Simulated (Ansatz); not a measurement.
Runs of Ansatz 0.2.0 on I. The structure is orthorhombic, space group Cmce (No. 64). Conventional cell: a = 7.270 Å, b = 4.790 Å, c = 9.793 Å, α = 90.00°, β = 90.00°, γ = 90.00°. Around I (site symmetry m) lie 1 I at 2.68 Å. 

```tsv
screening (1/Å)	gap on the mesh (eV)	pressure (GPa)	largest force (eV/Å)
0.3	1.95	(b)	0.37
0.2	2.16	1.0	0.30
0.15	(a)	1.0	0.26
0.1	2.46	0.9	0.24
```

Alike in all rows: task single point; level HSE06 form with a typed share of exact exchange; potentials or basis Ansatz PAW; no spin polarisation; cell as given; k mesh 4 × 4 × 2; cutoff (eV) 420; smearing fermi-dirac 0.05 eV.

Task: Fill in the values left out.

Result: (a) 2.30; (b) 1.1.

Caveats: spin-orbit coupling is left out, which moves the levels of the heavy elements; the PAW data sets come from PBE, with cores solved anew for the run's functional, which leaves a small shift of forces and pressure; the thresholds are loose for stress.

A k mesh can miss the band edges, and the runs leave out spin-orbit coupling on I.
